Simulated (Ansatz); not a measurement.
# Bi (P2/m) in Ansatz: a series of runs

One crystal, Bi, is run at these levels: HSE06; tasks: single point, equation of state.

Everything below comes from runs of Ansatz 0.2.0. Logs are shortened: lines on timing, memory, paths and dates and some standing lists are left out, and cuts for length are marked.

### Step 1. Starting point

It takes space group P2/m (No. 10, monoclinic). The conventional cell has a = 3.238 Å, b = 3.222 Å, c = 6.444 Å, α = 90.00°, β = 90.72°, γ = 90.00°. Around Bi (site symmetry m) lie 6 Bi at 3.22 to 3.24 Å.

This isn't the form of Bi at room conditions, which is rhombohedral.

### Step 2. Single point, HSE06, 31.60 Å³/atom (volume scaled by 0.94)

Input file input:

```
crystal:
  lattice:
    - [3.1722683854, 0.0, 0.0]
    - [0.0, 3.1558770435, 0.0]
    - [-0.0788124821, 0.0, 6.312343943]
  atoms:
    - { symbol: Bi, position: [0.54424725, 0.0, 0.74957789] }
    - { symbol: Bi, position: [0.45575275, 0.0, 0.25042211] }
hamiltonian:
  xc: hse06
  pseudopotentials: { kind: paw }
kpoints:
  mp_grid: { grid: [6, 6, 4] }
scf:
  occupations: { method: fermi_dirac, width: 0.05 }
output:
  forces: true
  stress: true
  eigenvalues: true
  write_density: true
  write_potential: true
  elf: true
  volumetric_format: npy
```

Potentials or basis: Ansatz PAW.

What it wrote:

```text
Warning: output.stress: scf.convergence.dr2_threshold = 1e-7 eV (the SCF's general default) is looser than the 2e-10 eV advised for a printed stress (1e-10 eV for each atom of the cell: 2). What an SCF threshold leaves in a stress goes as its square root, and in the free energy as the threshold itself, and one threshold admits the most on a small cell: of the crystals measured, under no hybrid functional and no lock of the moments, on runs that ended without the residual-converged pass, on stresses that held no estimate of that error, the worst erred by over 100 MPa in a component at 1e-7 eV an atom and by under 5 at 1e-10. Set scf.convergence.dr2_threshold to 2e-10 eV or tighter. The threshold is an SCF's pass mark: one that does not reach it within its budget of iterations ends unconverged, or closes short of it on a stop that the run arms, and scf.convergence.dr2_threshold's page says what that costs each kind of run
Warning: output.stress: scf.exx.energy_threshold = 1e-6 eV is looser than the 2e-8 eV advised for a stress under a hybrid functional (1e-8 eV for each atom of the cell: 2). Every SCF of the exchange loop can meet its threshold on dr2 while the loop round them stops early: no threshold on dr2 bounds what that leaves in the stress. Set scf.exx.energy_threshold to 2e-8 eV or tighter. The threshold is the loop's pass mark: a loop that does not reach it within its budget of cycles ends unconverged, and scf.exx.energy_threshold's page has the law
GPUs: using 1 of 1 available (devices: 1).
Engine: ansatz 0.2.0, x86_64-unknown-linux-gnu
Pseudopotentials: kind: paw
Pseudopotential: Bi, paw, valence charge 15, recommended cutoff 420 eV (normal), Bi.paw.azcp
Functional definition: HSE06
  parameter a = 0.25
  parameter omega = 0.11/bohr
  exchange = pbe_x - a*pbe_x_sr(omega) + a*exact_x_sr(omega)
  correlation = pbe_c
device memory: the entry about to start is reckoned to put 1.1 GiB on a device that reports 59.3 GiB free (of which the cap on the GPU budget leaves the run 18.0 GiB)
GPU FFT provider: cuFFT
GPU libraries: cuBLAS 13.8.2, cuFFT 12.4.0, cuSOLVER 12.3.4
Crystal: 2 atoms, lattice volume = 63.195 Å³
Basis set: ecut = 420 eV, 1235 PW (Γ), exchange–correlation on 48×48×90 points (8 copies of the dense FFT grid, shifted against one another)
Bands: 19, of which v1, the nominal top of the filled ones, is band 15 counted from 1 (14 counted from 0)
Symmetry: 4 space group operations
Space group: P2/m (ITA 10), of the structure as read, at distance tolerance 4.0e-5 Å
k-points: 56 of 144
Non-local potential: Bi, projectors of the file, l = 0: 2, l = 1: 2, l = 2: 2, l = 3: 2
PAW form: soft (Blöchl's): semilocal exchange-correlation on the pseudo side does not see the compensation charge
PAW frozen core: Bi, regenerated for the run's functional, and the local potential with it (the file was generated under x = pbe(κ = 0.804, μ = 0.2195149727645171), c = pbe(β = 0.06672455060314922))
PAW one-centre angular grid: Bi, 590 points (default); XC on 64 Gauss nodes
Initial density: superposition of atomic densities (neutral atoms: chi_scale 0, normalization atom), corrected by the library's trained network
Initial wavefunctions: pseudopotential atomic-orbital guess
GPU buffer pool allocated for 25920 grid points (all kernels)
GPU transforms: local potential and band sums: pruned to the plane-wave sphere, on 24×24×45
Functional: x = pbe(κ = 0.804, μ = 0.2195149727645171), c = pbe(β = 0.06672455060314922), warm-up for x = pbe(κ = 0.804, μ = 0.2195149727645171) + 0.25 (exact − pbe) at short range (hse, ω = 0.20786987370883472 Å⁻¹), c = pbe(β = 0.06672455060314922); HSE06 as pw.x's `hse` composes it (authors' and Libxc's form: `xc: wpbeh`)
SCF iter   1: F=—  HF=-24792.960387 eV  |F-HF|=—  |Δ(HF+E_count)|=         —  Δρ=1.11e-3  dr2=1.01e-3  ethr=1.77e-3  ⟨swp⟩=12.8  Hψ=4751  notcnv=1
preconditioner: auto → Kerker (q_TF=auto, 2.410 Å⁻¹)  [metal: Δε(μ)=0.057 eV  Ē_g=20.838 eV  σ=0.050 eV  W_gap=0.28  n_scr=16 (ndim 8)  ℏωp=25.6 eV  f_vac=0.000  D(μ)=1.08/eV (n_scr^D=2)]
SCF iter   2: F=—  HF=-24792.961570 eV  |F-HF|=—  |Δ(HF+E_count)|=   1.18e-3  Δρ=7.23e-4  dr2=4.88e-4  ethr=3.37e-6  ⟨swp⟩=5.8  Hψ=3889  notcnv=0  defer=25
iter 3 solved again at ethr=7.89e-8 eV; its pass at ethr=1.63e-6 eV (dr2=2.37e-5 eV) is discarded
SCF iter   3: F=—  HF=-24792.961534 eV  |F-HF|=—  |Δ(HF+E_count)|=   3.58e-5  Δρ=1.44e-4  dr2=2.21e-5  ethr=7.89e-8  ⟨swp⟩=3.3  Hψ=4330  notcnv=0  defer=8
SCF iter   4: F=—  HF=-24792.961541 eV  |F-HF|=—  |Δ(HF+E_count)|=   6.87e-6  Δρ=5.02e-5  dr2=1.75e-6  ethr=7.37e-8  ⟨swp⟩=3.2  Hψ=2150  notcnv=0  defer=7
SCF iter   5: F=—  HF=-24792.961542 eV  |F-HF|=—  |Δ(HF+E_count)|=   1.46e-6  Δρ=1.53e-5  dr2=1.27e-7  ethr=5.82e-9  ⟨swp⟩=3.8  Hψ=2676  notcnv=0  defer=6
SCF iter   6: F=—  HF=-24792.961542 eV  |F-HF|=—  |Δ(HF+E_count)|=   1.08e-7  Δρ=3.85e-6  dr2=1.12e-8  ethr=4.23e-10  ⟨swp⟩=3.3  Hψ=2299  notcnv=0  defer=6
SCF iter   7: F=-24792.961542 eV  HF=-24792.961542 eV  |F-HF|=6.22e-10  |Δ(HF+E_count)|=   1.05e-8  Δρ=1.06e-6  dr2=9.27e-10  ethr=3.73e-11  ⟨swp⟩=3.7  Hψ=2411  notcnv=0  defer=4
SCF 1 converged in 7 iterations: F = -24792.961542 eV  dr2 = 9.27e-10
device memory: the entry about to start is reckoned to put 1.7 GiB (of the 1.8 GiB reckoned in all, the device holds 0.1 GiB already) on a device that reports 60.6 GiB free (of which the cap on the GPU budget leaves the run 17.9 GiB)
GPU FFT provider: cuFFT
GPU libraries: cuBLAS 13.8.2, cuFFT 12.4.0, cuSOLVER 12.3.4
Initial density: handed on by an earlier stage of this run
Initial wavefunctions: those handed on with the density
GPU buffer pool allocated for 25920 grid points (all kernels)
GPU transforms: local potential and band sums: pruned to the plane-wave sphere, on 24×24×45
Functional: x = pbe(κ = 0.804, μ = 0.2195149727645171) + 0.25 (exact − pbe) at short range (hse, ω = 0.20786987370883472 Å⁻¹), c = pbe(β = 0.06672455060314922); HSE06 as pw.x's `hse` composes it (authors' and Libxc's form: `xc: wpbeh`)
Exchange kernel: α = 0.2500, screened, ω = 0.2079 Å⁻¹, Wigner–Seitz truncation, v(0) = 1045.0731 eV·Å³, q-mesh 6×6×4, nearest image of the exchange supercell L = 18.94 Å, pair-density grid 15×15×30, without the augmentation charges, whose exchange is taken in its separable form by FFT convolution over the k-point mesh (sized by the pseudopotential files, 24×24×45 at the most), smooth part of the exact exchange by density-matrix convolution in up to 3.65 GiB of GPU memory as planned if the GPU has room (build and FFT work areas not counted)
Frozen-core exchange: fock
iter 1 solved again at ethr=1.62e-5 eV; its pass at ethr=1.00e-1 eV (dr2=4.85e-3 eV) is discarded
SCF iter   1: F=—  HF=-24800.495935 eV  |F-HF|=—  |Δ(HF+E_count)|=         —  Δρ=4.18e-3  dr2=5.74e-3  ethr=1.62e-5  ⟨swp⟩=4.8  Hψ=5972  notcnv=0
preconditioner: auto → Kerker (q_TF=auto, 2.410 Å⁻¹)  [metal: Δε(μ)=0.053 eV  Ē_g=22.853 eV  σ=0.050 eV  W_gap=0.25  n_scr=16 (ndim 8)  ℏωp=25.6 eV  f_vac=0.000  D(μ)=0.74/eV (n_scr^D=2)]
SCF iter   2: F=—  HF=-24800.494966 eV  |F-HF|=—  |Δ(HF+E_count)|=   9.69e-4  Δρ=2.06e-3  dr2=1.79e-3  ethr=1.62e-5  ⟨swp⟩=2.2  Hψ=1930  notcnv=0
SCF iter   3: F=—  HF=-24800.494683 eV  |F-HF|=—  |Δ(HF+E_count)|=   2.83e-4  Δρ=3.00e-4  dr2=3.41e-4  ethr=4.24e-6  ⟨swp⟩=3.2  Hψ=2506  notcnv=0
SCF iter   4: F=—  HF=-24800.498532 eV  |F-HF|=—  |Δ(HF+E_count)|=   3.85e-3  Δρ=4.66e-4  dr2=7.03e-5  ethr=1.99e-7  ⟨swp⟩=4.4  Hψ=3916  notcnv=0
SCF iter   5: F=—  HF=-24800.498515 eV  |F-HF|=—  |Δ(HF+E_count)|=   1.67e-5  Δρ=4.06e-5  dr2=4.97e-6  ethr=1.99e-7  ⟨swp⟩=3.2  Hψ=2061  notcnv=0
SCF iter   6: F=-24800.498556 eV  HF=-24800.498556 eV  |F-HF|=2.24e-7  |Δ(HF+E_count)|=   4.07e-5  Δρ=4.75e-5  dr2=7.96e-7  ethr=4.64e-9  ⟨swp⟩=5.1  Hψ=3984  notcnv=0  defer=8
SCF 2 stopped early in 6 iterations: F = -24800.498556 eV  dr2 = 7.96e-7
  Residual-converged pass: ⟨swp⟩=3.8  Hψ=2673  notcnv=0  max |occ|·‖R‖ = 6.6e-6 eV (tolerance 6.7e-6 eV)  dr2=7.95e-7  dr2_onsite=1.65e-7  max |Δocc| = 3.7e-10
hybrid outer 1: dexx = +4.135e-3 eV, tail = 1.56e-5 eV
GPU FFT provider: cuFFT
GPU libraries: cuBLAS 13.8.2, cuFFT 12.4.0, cuSOLVER 12.3.4
GPU buffer pool allocated for 25920 grid points (all kernels)
GPU transforms: local potential and band sums: pruned to the plane-wave sphere, on 24×24×45
Exchange kernel: α = 0.2500, screened, ω = 0.2079 Å⁻¹, Wigner–Seitz truncation, v(0) = 1045.0731 eV·Å³, q-mesh 6×6×4, nearest image of the exchange supercell L = 18.94 Å, pair-density grid 15×15×30, without the augmentation charges, whose exchange is taken in its separable form by FFT convolution over the k-point mesh (sized by the pseudopotential files, 24×24×45 at the most), smooth part of the exact exchange by density-matrix convolution in up to 3.65 GiB of GPU memory as planned if the GPU has room (build and FFT work areas not counted)
Frozen-core exchange: fock
SCF iter   1: F=—  HF=-24800.498435 eV  |F-HF|=—  |Δ(HF+E_count)|=         —  Δρ=1.39e-5  dr2=7.69e-8  ethr=2.60e-7  ⟨swp⟩=4.5  Hψ=2290  notcnv=0
preconditioner: auto → Kerker (q_TF=auto, 2.410 Å⁻¹)  [metal: Δε(μ)=0.074 eV  Ē_g=22.827 eV  σ=0.050 eV  W_gap=0.33  n_scr=16 (ndim 8)  ℏωp=25.6 eV  f_vac=0.000  D(μ)=0.70/eV (n_scr^D=2)]
SCF iter   2: F=—  HF=-24800.498435 eV  |F-HF|=—  |Δ(HF+E_count)|=   7.05e-7  Δρ=1.35e-5  dr2=5.53e-8  ethr=2.10e-10  ⟨swp⟩=5.6  Hψ=4263  notcnv=0  defer=11
SCF iter   3: F=—  HF=-24800.498435 eV  |F-HF|=—  |Δ(HF+E_count)|=   9.30e-9  Δρ=8.24e-6  dr2=2.24e-8  ethr=1.81e-10  ⟨swp⟩=2.2  Hψ=1937  notcnv=0  defer=4
SCF iter   4: F=—  HF=-24800.498435 eV  |F-HF|=—  |Δ(HF+E_count)|=   6.49e-9  Δρ=1.30e-6  dr2=3.12e-9  ethr=7.09e-11  ⟨swp⟩=3.1  Hψ=2246  notcnv=0  defer=2
SCF iter   5: F=-24800.498435 eV  HF=-24800.498435 eV  |F-HF|=1.46e-10  |Δ(HF+E_count)|=   1.59e-8  Δρ=7.87e-7  dr2=4.22e-10  ethr=5.02e-12  ⟨swp⟩=5.1  Hψ=3335  notcnv=0  defer=13
SCF 3 converged in 5 iterations: F = -24800.498435 eV  dr2 = 4.22e-10
  Residual-converged pass: ⟨swp⟩=3.9  Hψ=2897  notcnv=0  max |occ|·‖R‖ = 2.7e-7 eV (tolerance 2.7e-7 eV)  dr2=4.25e-10  dr2_onsite=1.96e-11  max |Δocc| = 1.0e-12
hybrid outer 2: dexx = +1.759e-7 eV, tail = 4.54e-9 eV, Δε = 1.72e-3 eV (about 3.97e-5 eV left of the loop's levels), ΔF = 2.02e-3 eV/Å (tail 3.51e-4)
hybrid SCF converged: 2 outer / 11 inner (+7 warm-up), last move |dexx| = 1.76e-7 eV, tail = 4.54e-9 eV
Stability not checked: this state was not tested for a lower state beside it, because the functional holds exact exchange (a hybrid, or Hartree-Fock), whose exchange loop this test does not read (fock_operator; see scf.lower_state_search)
Free energy (F): -24800.498435 eV
Frozen-core exchange: fock
Harris-Foulkes:  -24800.498435 eV  (|F-HF|=1.46e-10)
Internal energy: -24800.492423 eV  (E = F + TS)
E sigma→0 (E₀):  -24800.495429 eV
Entropy (-TS):   -0.006012 eV (-3.006 meV/atom)
Fermi energy:    11.314462 eV
--- Per-component energies (eV) ---
  E_band       = -224.725039
  E_kinetic    = 604.695149
  E_local      = -2924.509828  (includes V_loc(G=0)·N_el)
  E_nonlocal   = 1122.071074
  E_hartree    = 944.834904
  E_xc         = -243.435913
  E_vxc        = -231.008133  (∫ρ·V_xc dr)
  E_exx        = -70.023096  (= α·E_x^exact, valence–valence)
  E_paw        = -21325.380289  (= ΣΔE_a)
  E_vpaw       = -545.596332  (= ΣTr[D̂ρ^β])
  E_aug_tail   = -0.000864  (compensation charges beyond the density's cutoff)
  E_ewald      = -2909.046463
  E_core_change = 0.302903  (= ΣΔE_core)
  E_smearing   = -0.006012  (= −TS)
  E_closure    = 0.000000  (closes the sum)
  Σ components = -24800.498435   (vs F -24800.498435, Δ=3.64e-12)
--- Forces (eV/Å), atoms counted from 1 ---
  atom   1  Bi     0.02501483    -0.00000000     0.04136030
  atom   2  Bi    -0.02501483     0.00000000    -0.04136030
  max |Σ_I F_I| component: 6.94e-18 eV/Å
--- Stress (GPa, compression-positive) ---
        1.748794       0.000000       0.081912
        0.000000       2.404135      -0.000000
        0.081912      -0.000000       9.562566
  P = ⅓ Tr σ = 4.5718 GPa (45.718 kbar)
--- Band table (eV; the first three rows and the last of 56) ---
  k-point 0: bands = ["-13.9846", "-13.9651", "-13.9598", "-13.6321", "-13.6311", "-13.6199", "-13.5319", "-13.5303", "-13.5225", "-13.5172", "-3.8640", "-1.3694", "5.0104", "15.0720", "15.1547", "15.2004", "17.0007", "17.4981", "18.7373"]
  k-point 1: bands = ["-13.9811", "-13.9679", "-13.9129", "-13.6753", "-13.6148", "-13.6147", "-13.5413", "-13.5351", "-13.5290", "-13.5226", "-3.6230", "-1.9493", "6.2263", "12.5325", "15.3732", "15.4572", "16.6823", "17.0393", "19.3269"]
  k-point 2: bands = ["-13.9749", "-13.9741", "-13.8019", "-13.7908", "-13.5788", "-13.5766", "-13.5735", "-13.5725", "-13.5260", "-13.5258", "-2.9424", "-2.9115", "9.0246", "9.0671", "15.9248", "16.0316", "16.1464", "16.1698", "19.8036"]
  k-point 55: bands = ["-13.7942", "-13.7932", "-13.7144", "-13.7088", "-13.7001", "-13.6955", "-13.5647", "-13.5518", "-13.3776", "-13.3771", "2.0568", "2.1102", "8.1535", "8.1778", "8.1935", "8.2102", "13.9012", "14.0267", "14.8333"]
```

Run time: 30 s. Hardware: 1 × NVIDIA H100 80GB HBM3 with 2 threads of AMD EPYC 7R13 (Zen 3), shared host; peak memory 2.5 GiB.

What came out:

* Free energy: -24800.4984 eV
* Pressure: 4.6 GPa
* Largest force: 0.048 eV/Å
* Band gap on the k mesh: none (metal or under the smearing width)

Caveat: spin-orbit coupling is left out, which moves the levels of the heavy elements; the PAW data sets come from PBE, with cores solved anew for the run's functional, which leaves a small shift of forces and pressure; the thresholds are loose for stress.

### Step 3. Single point, HSE06, 32.27 Å³/atom (volume scaled by 0.96)

input: that of step 2 with these lines changed.

```diff
@@ -2,5 +2,5 @@
   lattice:
-    - [3.1722683854, 0.0, 0.0]
-    - [0.0, 3.1558770435, 0.0]
-    - [-0.0788124821, 0.0, 6.312343943]
+    - [3.1946090396, 0.0, 0.0]
+    - [0.0, 3.178102262, 0.0]
+    - [-0.0793675179, 0.0, 6.356798534]
   atoms:
@@ -19,5 +19 @@
   eigenvalues: true
-  write_density: true
-  write_potential: true
-  elf: true
-  volumetric_format: npy
```

Potentials or basis: Ansatz PAW.

Wall time 33 s (1 × NVIDIA H100 80GB HBM3 with 2 threads of AMD EPYC 7R13 (Zen 3), shared host); peak memory 2.5 GiB.

Results (log left out):

```
Free energy            : -24800.5305 eV
Pressure               : 3.1 GPa
Largest force          : 0.040 eV/Å
Band gap on the k mesh : none (metal or under the smearing width)
```

Caveat: spin-orbit coupling is left out, which moves the levels of the heavy elements; the PAW data sets come from PBE, with cores solved anew for the run's functional, which leaves a small shift of forces and pressure; the thresholds are loose for stress.

### Step 4. Single point, HSE06, 32.94 Å³/atom (volume scaled by 0.98)

input: that of step 3 with these lines changed.

```diff
@@ -2,5 +2,5 @@
   lattice:
-    - [3.1946090396, 0.0, 0.0]
-    - [0.0, 3.178102262, 0.0]
-    - [-0.0793675179, 0.0, 6.356798534]
+    - [3.2166415224, 0.0, 0.0]
+    - [0.0, 3.2000209013, 0.0]
+    - [-0.0799148974, 0.0, 6.4006399093]
   atoms:
@@ -19 +19,5 @@
   eigenvalues: true
+  write_density: true
+  write_potential: true
+  elf: true
+  volumetric_format: npy
```

It took 26 s on 1 × NVIDIA H100 80GB HBM3 with 2 threads of AMD EPYC 7R13 (Zen 3), shared host; peak memory 2.6 GiB.

Results (log left out):

```yaml
Free_energy: -24800.5507 eV
Pressure: 1.7 GPa
Largest_force: 0.032 eV/Å
Band_gap_on_the_k_mesh: none (metal or under the smearing width)
```

Caveat: spin-orbit coupling is left out, which moves the levels of the heavy elements; the PAW data sets come from PBE, with cores solved anew for the run's functional, which leaves a small shift of forces and pressure; the thresholds are loose for stress.

### Step 5. Single point, HSE06, 33.61 Å³/atom

input: that of step 4 with these lines changed.

```diff
@@ -2,5 +2,5 @@
   lattice:
-    - [3.2166415224, 0.0, 0.0]
-    - [0.0, 3.2000209013, 0.0]
-    - [-0.0799148974, 0.0, 6.4006399093]
+    - [3.238376246, 0.0, 0.0]
+    - [0.0, 3.22164332, 0.0]
+    - [-0.0804548793, 0.0, 6.4438887882]
   atoms:
@@ -19,5 +19 @@
   eigenvalues: true
-  write_density: true
-  write_potential: true
-  elf: true
-  volumetric_format: npy
```

Run time: 34 s. Hardware: 1 × NVIDIA H100 80GB HBM3 with 2 threads of AMD EPYC 7R13 (Zen 3), shared host; peak memory 2.6 GiB.

Results (log left out):

| Quantity | Value |
| --- | --- |
| Free energy | -24800.5603 eV |
| Pressure | 0.5 GPa |
| Largest force | 0.024 eV/Å |
| Band gap on the k mesh | none (metal or under the smearing width) |

Caveat: spin-orbit coupling is left out, which moves the levels of the heavy elements; the PAW data sets come from PBE, with cores solved anew for the run's functional, which leaves a small shift of forces and pressure; the thresholds are loose for stress.

### Step 6. Single point, HSE06, 34.29 Å³/atom (volume scaled by 1.02)

input: that of step 5 with these lines changed.

```diff
@@ -2,5 +2,5 @@
   lattice:
-    - [3.238376246, 0.0, 0.0]
-    - [0.0, 3.22164332, 0.0]
-    - [-0.0804548793, 0.0, 6.4438887882]
+    - [3.2598230713, 0.0, 0.0]
+    - [0.0, 3.242979328, 0.0]
+    - [-0.0809877086, 0.0, 6.4865647921]
   atoms:
```

Potentials or basis: Ansatz PAW.

It took 43 s on 1 × NVIDIA H100 80GB HBM3 with 2 threads of AMD EPYC 7R13 (Zen 3), shared host; peak memory 2.7 GiB.

It converged, with:

| Quantity | Value |
| --- | --- |
| Free energy | -24800.5604 eV |
| Pressure | -0.5 GPa |
| Largest force | 0.017 eV/Å |
| Band gap on the k mesh | none (metal or under the smearing width) |

Caveat: spin-orbit coupling is left out, which moves the levels of the heavy elements; the PAW data sets come from PBE, with cores solved anew for the run's functional, which leaves a small shift of forces and pressure; the thresholds are loose for stress.

### Step 7. Single point, HSE06, 34.96 Å³/atom (volume scaled by 1.04)

input: that of step 6 with these lines changed.

```diff
@@ -2,5 +2,5 @@
   lattice:
-    - [3.2598230713, 0.0, 0.0]
-    - [0.0, 3.242979328, 0.0]
-    - [-0.0809877086, 0.0, 6.4865647921]
+    - [3.2809913467, 0.0, 0.0]
+    - [0.0, 3.2640382254, 0.0]
+    - [-0.0815136175, 0.0, 6.5286865229]
   atoms:
@@ -19 +19,5 @@
   eigenvalues: true
+  write_density: true
+  write_potential: true
+  elf: true
+  volumetric_format: npy
```

Wall time 32 s (1 × NVIDIA H100 80GB HBM3 with 2 threads of AMD EPYC 7R13 (Zen 3), shared host); peak memory 2.6 GiB.

It converged, with:

| Item | Value |
| --- | --- |
| Free energy | -24800.5520 eV |
| Pressure | -1.5 GPa |
| Largest force | 0.010 eV/Å |
| Band gap on the k mesh | none (metal or under the smearing width) |

Caveat: spin-orbit coupling is left out, which moves the levels of the heavy elements; the PAW data sets come from PBE, with cores solved anew for the run's functional, which leaves a small shift of forces and pressure; the thresholds are loose for stress.

### Step 8. Single point, HSE06, 35.63 Å³/atom (volume scaled by 1.06)

input: that of step 7 with these lines changed.

```diff
@@ -2,5 +2,5 @@
   lattice:
-    - [3.2809913467, 0.0, 0.0]
-    - [0.0, 3.2640382254, 0.0]
-    - [-0.0815136175, 0.0, 6.5286865229]
+    - [3.3018899442, 0.0, 0.0]
+    - [0.0, 3.2848288383, 0.0]
+    - [-0.0820328266, 0.0, 6.5702716347]
   atoms:
@@ -19,5 +19 @@
   eigenvalues: true
-  write_density: true
-  write_potential: true
-  elf: true
-  volumetric_format: npy
```

It took 25 s on 1 × NVIDIA H100 80GB HBM3 with 2 threads of AMD EPYC 7R13 (Zen 3), shared host; peak memory 2.7 GiB.

The run converged. Its results:

| Item | Value |
| --- | --- |
| Free energy | -24800.5359 eV |
| Pressure | -2.3 GPa |
| Largest force | 0.004 eV/Å |
| Band gap on the k mesh | none (metal or under the smearing width) |

Caveat: spin-orbit coupling is left out, which moves the levels of the heavy elements; the PAW data sets come from PBE, with cores solved anew for the run's functional, which leaves a small shift of forces and pressure; the thresholds are loose for stress.

### Step 9. Equation of state, HSE06

Potentials or basis: Ansatz PAW.

No new run: the results of the series are fitted here.

What came out:

```yaml
Equilibrium_volume: 33.95 Å³/atom
Bulk_modulus_at_fixed_shape_and_positions: 54 GPa
Pressure_derivative_of_the_bulk_modulus: 4.6
```

Energy against volume, from the lowest point:
```
volume (Å³/atom)  energy (meV/atom)
          31.597              30.98
          32.270              14.95
          32.942               4.84
          33.614               0.04
          34.286               0.00
          34.959               4.21
          35.631              12.22
```

Caveat: the cell was scaled at fixed shape and fractional positions, which overstates the stiffness of a crystal with free parameters, most of all of layers and chains; the PAW data sets were made with another functional, which shifts forces and pressure a little; spin-orbit coupling is left out, which moves the levels of the heavy elements.
